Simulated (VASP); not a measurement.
# Ge (Ia-3) in VASP: reference runs, part 2 of 2

VASP 6.6.1. The steps go on from the part before.

## (5) Equation of state, PBE, 20.72 Å³/atom (volume scaled by 0.98)

Contents of INCAR:

```
SYSTEM = Ge
PREC = Accurate
ENCUT = 520
EDIFF = 1E-7
ISMEAR = -1
SIGMA = 0.05
LREAL = .False.
LASPH = .True.
NELM = 60
ALGO = Normal
ISIF = 2
LWAVE = .False.
LCHARG = .False.
GGA = PE
NBANDS = 66
```

Contents of KPOINTS:

```
Automatic mesh
0
Gamma
  6 6 6
  0 0 0
```

Contents of POSCAR:

```
Ge
1.0
   -3.4607858823      3.4607858823      3.4607858823
    3.4607858823     -3.4607858823      3.4607858823
    3.4607858823      3.4607858823     -3.4607858823
Ge
8
Direct
    0.2988990800      0.2988990800      0.2988990800
    0.0000000000      0.2011009200      0.5000000000
    0.2011009200      0.5000000000      0.0000000000
    0.5000000000      0.0000000000      0.2011009200
    0.7011009200      0.7011009200      0.7011009200
    0.0000000000      0.7988990800      0.5000000000
    0.7988990800      0.5000000000      0.0000000000
    0.5000000000      0.0000000000      0.7988990800
```

Potentials or basis: VASP PAW PBE potentials, release 64 (Ge_d).

Started as:

```console
cat potpaw_PBE.64/Ge_d/POTCAR > POTCAR
mpirun -np 1 vasp_std > vasp.out
```

OUTCAR:

```text
SYSTEM = Ge
   PREC = Accurate
   ENCUT = 520
   EDIFF = 1E-7
   ISMEAR = -1
   LREAL = .False.
   LASPH = .True.
   NELM = 60
   ISIF = 2
   GGA = PE

 Found     18 irreducible k-points:

 Following reciprocal coordinates:
            Coordinates               Weight
  0.000000  0.000000  0.000000      1.000000
  0.166667  0.000000  0.000000     12.000000
  0.333333  0.000000  0.000000     12.000000
  0.500000  0.000000  0.000000      6.000000
  0.166667  0.166667  0.000000     24.000000
  0.333333  0.166667  0.000000     24.000000
   k-points           NKPTS =     18   k-points in BZ     NKDIM =     18   number of bands    NBANDS=     66
   number of dos      NEDOS =    301   number of ions     NIONS =      8
   total plane-waves  NPLWV = 110592
   dimension x,y,z NGX =    48 NGY =   48 NGZ =   48
   dimension x,y,z NGXF=    96 NGYF=   96 NGZF=   96
   ions per type =               8
   NGX,Y,Z   is equivalent  to a cutoff of  13.31, 13.31, 13.31 a.u.
   NGXF,Y,Z  is equivalent  to a cutoff of  26.62, 26.62, 26.62 a.u.
 SYSTEM =  Ge
   PREC   = accura    normal or accurate (medium, high low for compatibility)
   ISTART =      0    job   : 0-new  1-cont  2-samecut
   ICHARG =      2    charge: 1-file 2-atom 10-const
   ISPIN  =      1    spin polarized calculation?
   LNONCOLLINEAR =      F non collinear calculations
   LSORBIT =      F    spin-orbit coupling
   LASPH  =      T    aspherical Exc in radial PAW
   ENCUT  =  520.0 eV  38.22 Ry    6.18 a.u.  11.15 11.15 11.15*2*pi/ulx,y,z
   NELM   =     60;   NELMIN=  2; NELMDL= -5     # of ELM steps
   EDIFF  = 0.1E-06   stopping-criterion for ELM
   LREAL  =      F    real-space projection
   EDIFFG = 0.1E-05   stopping-criterion for IOM
   NSW    =      0    number of steps for IOM
   IBRION =     -1    ionic relax: 0-MD 1-quasi-New 2-CG
   NFREE  =      0    steps in history (QN), initial steepest desc. (CG)
   ISIF   =      2    stress and relaxation
   ISYM   =      2    0-nonsym 1-usesym 2-fastsym
   POTIM  = 0.5000    time-step for ionic-motion
   TEBEG  =    0.0;   TEEND  =   0.0 temperature during run
   PSTRESS=    0.0 pullay stress
   NELECT =     112.0000    total number of electrons
   NUPDOWN=      -1.0000    fix difference up-down
   EMIN   =  10.00;   EMAX   =-10.00  energy-range for DOS
   EFERMI =   0.00;   METHOD = LEGACY
   ISMEAR =    -1;   SIGMA  =   0.05  broadening in eV -4-tet -1-fermi 0-gaus
   EFERMI_NEDOS =   21; number of points for ismear=-14 and -15
   IALGO  =     38    algorithm
   IMIX   =      4    mixing-type and parameters
     AMIX     =   0.40;   BMIX     =  1.00
     AMIX_MAG =   1.60;   BMIX_MAG =  1.00
  volume/ion in A,a.u.               =      20.72       139.86
  Fermi-wavevector in a.u.,A,eV,Ry     =   1.436435  2.714469 28.073537  2.063347
  Thomas-Fermi vector in A             =   2.555624
   LORBIT       =      0    0 simple, 1 ext, 2 COOP (PROOUT), +10 PAW based schemes
   GGA     = PE    functional components
   LHFCALC =     F    Hartree Fock is set to
   AEXX    =    0.0000 exact exchange contribution
   IVDW    =     0    specifies the selected vdW correction
   LEPSILON=     F    determine dielectric tensor
   LRPA    =     F    only Hartree local field effects (RPA)
 non-spin polarized calculation
  energy-cutoff  :      520.00
  volume of cell :      165.80
 maximum number of plane-waves:      4508
 NGX is ok and might be reduce to    48
   NGX = 23   NGY = 23   NGZ = 23

 number of electron     112.0000018 magnetization

 Free energy of the ion-electron system (eV)
  ---------------------------------------------------
  ext. energy  EPLUGINS =         0.00000000
  ---------------------------------------------------
  free energy    TOTEN  =       -34.88415921 eV

  energy without entropy =      -34.87052532  energy(sigma->0) =      -34.87734227

 E-fermi :   5.7467     XC(G=0): -10.5427

 val. band max:        5.7247551193   @ k =   0.5000   0.5000   0.3333
 cond. band min:       5.7537082802   @ k =  -0.3333   0.3333   0.3333
 fundamental gap:      0.0289531609
 Fermi energy:         5.7467352575

 k-point     1 :       0.0000    0.0000    0.0000
  band No.  band energies     occupation
      1     -19.1302      2.00000
      2     -19.1199      2.00000
      3     -19.1199      2.00000
      4     -19.1199      2.00000
      5     -19.0985      2.00000
      6     -19.0985      2.00000
[... 58 lines left out ...]
     65      10.6930      0.00000
     66      12.5236      0.00000

 k-point     2 :       0.1667    0.0000    0.0000
  band No.  band energies     occupation
      1     -19.1304      2.00000
      2     -19.1239      2.00000
      3     -19.1190      2.00000
      4     -19.1173      2.00000
      5     -19.0950      2.00000
      6     -19.0934      2.00000
[... 58 lines left out ...]
     65      11.1735      0.00000
     66      11.5826      0.00000

 k-point     3 :       0.3333    0.0000    0.0000
  band No.  band energies     occupation
      1     -19.1308      2.00000
      2     -19.1285      2.00000
      3     -19.1152      2.00000
      4     -19.1126      2.00000
      5     -19.0921      2.00000
      6     -19.0862      2.00000
[... 58 lines left out ...]
     65      10.9203      0.00000
     66      11.1926      0.00000

 k-point     4 :       0.5000    0.0000    0.0000
  band No.  band energies     occupation
      1     -19.1305      2.00000
      2     -19.1305      2.00000
      3     -19.1117      2.00000
      4     -19.1117      2.00000
      5     -19.0840      2.00000
      6     -19.0839      2.00000
[... 58 lines left out ...]
     65      10.4962      0.00000
     66      10.4962      0.00000

 k-point     5 :       0.1667    0.1667    0.0000
  band No.  band energies     occupation
      1     -19.1305      2.00000
      2     -19.1261      2.00000
      3     -19.1206      2.00000
      4     -19.1104      2.00000
      5     -19.0944      2.00000
      6     -19.0898      2.00000
[... 58 lines left out ...]
     65      10.6422      0.00000
     66      10.9773      0.00000

 k-point     6 :       0.3333    0.1667    0.0000
  band No.  band energies     occupation
      1     -19.1300      2.00000
      2     -19.1284      2.00000
      3     -19.1190      2.00000
      4     -19.1051      2.00000
      5     -19.0879      2.00000
      6     -19.0852      2.00000
[... 58 lines left out ...]
     65      10.0633      0.00000
     66      10.9449      0.00000

 [... further k-points ...]

------------------------ aborting loop because EDIFF is reached ----------------------------------------

  FORCE on cell =-STRESS in cart. coord.  units (eV):
  Direction    XX          YY          ZZ          XY          YZ          ZX
  --------------------------------------------------------------------------------------
  -------------------------------------------------------------------------------------
  Total        4.6113672      4.6113672      4.6113672     -0.0000000     -0.0000000      0.0000000
  in kB       44.5611207     44.5611207     44.5611207     -0.0000000     -0.0000000      0.0000000
  external PRESSURE =      44.5611207 kB  Pullay stress =       0.0000000 kB

 VOLUME and BASIS-vectors are now :
 -----------------------------------------------------------------------------
  energy-cutoff  :      520.00
  volume of cell :      165.80
      direct lattice vectors                 reciprocal lattice vectors
    -3.460785882  3.460785882  3.460785882     0.000000000  0.144475855  0.144475855
     3.460785882 -3.460785882  3.460785882     0.144475855  0.000000000  0.144475855
     3.460785882  3.460785882 -3.460785882     0.144475855  0.144475855  0.000000000

 POSITION                                       TOTAL-FORCE (eV/Angst)
 -----------------------------------------------------------------------------------
      1.03443      1.03443      1.03443        -0.189029     -0.189029     -0.189029
      2.42636      1.03443     -1.03443         0.189029     -0.189029      0.189029
      1.03443     -1.03443      2.42636        -0.189029      0.189029      0.189029
     -1.03443      2.42636      1.03443         0.189029      0.189029     -0.189029
      2.42636      2.42636      2.42636         0.189029      0.189029      0.189029
      4.49521     -1.03443      1.03443        -0.189029      0.189029     -0.189029
     -1.03443      1.03443      4.49521         0.189029     -0.189029     -0.189029
      1.03443      4.49521     -1.03443        -0.189029     -0.189029      0.189029
 -----------------------------------------------------------------------------------
    total drift:                                0.000000      0.000000     -0.000000

  FREE ENERGIE OF THE ION-ELECTRON SYSTEM (eV)
  ---------------------------------------------------
  free  energy   TOTEN  =       -34.8841592143 eV

  energy  without entropy=      -34.8705253210  energy(sigma->0) =      -34.87734227
```

Run time: 4.4 min. Hardware: 1 thread of Intel Xeon Platinum 8488C (Sapphire Rapids), shared host; peak memory 0.39 GiB.

What came out:

| Quantity | Value |
| --- | --- |
| Free energy | -34.8842 eV |
| Pressure | 4.5 GPa |
| Largest force | 0.327 eV/Å |
| Band gap on the k mesh | none (metal or under the smearing width) |

## (6) Equation of state, PBE, 21.57 Å³/atom (volume scaled by 1.02)

Contents of INCAR:

```
ALGO     = Normal         # electronic algorithm
EDIFF    = 1E-7           # SCF threshold, eV
ENCUT    = 520            # plane-wave cutoff, eV
GGA      = PE             # functional
ISIF     = 2              # what is computed and relaxed
ISMEAR   = -1             # smearing method
LASPH    = True           # aspherical terms in the spheres
LCHARG   = False          # write CHGCAR
LREAL    = False          # projectors in reciprocal space
LWAVE    = False          # write WAVECAR
NBANDS   = 66             # bands
NELM     = 100            # most SCF steps
PREC     = Accurate       # precision mode
SIGMA    = 0.05           # smearing width, eV
```

Contents of KPOINTS:

```
k-points
0
Gamma
  6 6 6
```

Changes to POSCAR since step 5:

```diff
@@ -2,5 +2,5 @@
 1.0
-   -3.4607858823      3.4607858823      3.4607858823
-    3.4607858823     -3.4607858823      3.4607858823
-    3.4607858823      3.4607858823     -3.4607858823
+   -3.5072449278      3.5072449278      3.5072449278
+    3.5072449278     -3.5072449278      3.5072449278
+    3.5072449278      3.5072449278     -3.5072449278
 Ge
```

Potentials or basis: VASP PAW PBE potentials, release 64 (Ge_d).

Started as:

```console
cat potpaw_PBE.64/Ge_d/POTCAR > POTCAR
mpirun -np 1 vasp_std > vasp.out
```

It took 3.8 min on 1 thread of Intel Xeon Platinum 8488C (Sapphire Rapids), shared host; peak memory 0.38 GiB.

It converged, with:

```yaml
Free_energy: -35.0095 eV
Pressure: 1.5 GPa
Largest_force: 0.193 eV/Å
Band_gap_on_the_k_mesh: none (metal or under the smearing width)
```

## (7) Equation of state, PBE, 21.99 Å³/atom (volume scaled by 1.04)

Contents of INCAR:

```
SYSTEM = Ge
PREC = Accurate ; ENCUT = 520
EDIFF = 1E-7 ; ISMEAR = -1
SIGMA = 0.05 ; LREAL = .FALSE.
LASPH = .TRUE. ; NELM = 100
ALGO = Normal ; ISIF = 2
LWAVE = .FALSE. ; LCHARG = .FALSE.
GGA = PE ; NBANDS = 66
```

Contents of KPOINTS:

```
regular mesh
0
G
  6 6 6
  0 0 0
```

Changes to POSCAR since step 6:

```diff
@@ -2,5 +2,5 @@
 1.0
-   -3.5072449278      3.5072449278      3.5072449278
-    3.5072449278     -3.5072449278      3.5072449278
-    3.5072449278      3.5072449278     -3.5072449278
+   -3.5300198837      3.5300198837      3.5300198837
+    3.5300198837     -3.5300198837      3.5300198837
+    3.5300198837      3.5300198837     -3.5300198837
 Ge
```

Started as:

```console
cat potpaw_PBE.64/Ge_d/POTCAR > POTCAR
mpirun -np 1 vasp_std > vasp.out
```

Run time: 5.4 min. Hardware: 1 thread of Intel Xeon Platinum 8488C (Sapphire Rapids), shared host; peak memory 0.38 GiB.

Results (log left out):

```yaml
Free_energy: -35.0281 eV
Pressure: 0.2 GPa
Largest_force: 0.133 eV/Å
Band_gap_on_the_k_mesh: none (metal or under the smearing width)
```

## (8) Equation of state, PBE, 22.42 Å³/atom (volume scaled by 1.06)

Changes to INCAR since step 7:

```diff
@@ -4,3 +4,3 @@
 SIGMA = 0.05 ; LREAL = .FALSE.
-LASPH = .TRUE. ; NELM = 100
+LASPH = .TRUE. ; NELM = 80
 ALGO = Normal ; ISIF = 2
```

Contents of KPOINTS:

```
Automatic mesh
0
G
  6 6 6
  0 0 0
```

Changes to POSCAR since step 7:

```diff
@@ -2,5 +2,5 @@
 1.0
-   -3.5300198837      3.5300198837      3.5300198837
-    3.5300198837     -3.5300198837      3.5300198837
-    3.5300198837      3.5300198837     -3.5300198837
+   -3.5525046930      3.5525046930      3.5525046930
+    3.5525046930     -3.5525046930      3.5525046930
+    3.5525046930      3.5525046930     -3.5525046930
 Ge
```

Started as:

```console
cat potpaw_PBE.64/Ge_d/POTCAR > POTCAR
mpirun -np 1 vasp_std > vasp.out
```

Run time: 5.5 min. Hardware: 1 thread of Intel Xeon Platinum 8488C (Sapphire Rapids), shared host; peak memory 0.4 GiB.

The run converged. Its results:

- Free energy: -35.0215 eV
- Pressure: -0.9 GPa
- Largest force: 0.077 eV/Å
- Band gap on the k mesh: none (metal or under the smearing width)

## (9) Equation of state, PBE

Potentials or basis: VASP PAW PBE potentials, release 64 (Ge_d).

No new run: the results of the series are fitted here.

Results:

| Item | Value |
| --- | --- |
| Equilibrium volume | 22.09 Å³/atom |
| Bulk modulus at fixed shape and positions | 61 GPa |
| Pressure derivative of the bulk modulus | 4.5 |

Energy against volume, from the lowest point:
```csv
volume (Å³/atom),energy (meV/atom)
19.879,51.19
20.302,32.16
20.725,18.00
21.148,8.20
21.571,2.33
21.994,0.00
22.417,0.84
```

Caveat: the cell was scaled at fixed shape and fractional positions, which overstates the stiffness of a crystal with free parameters, most of all of layers and chains.
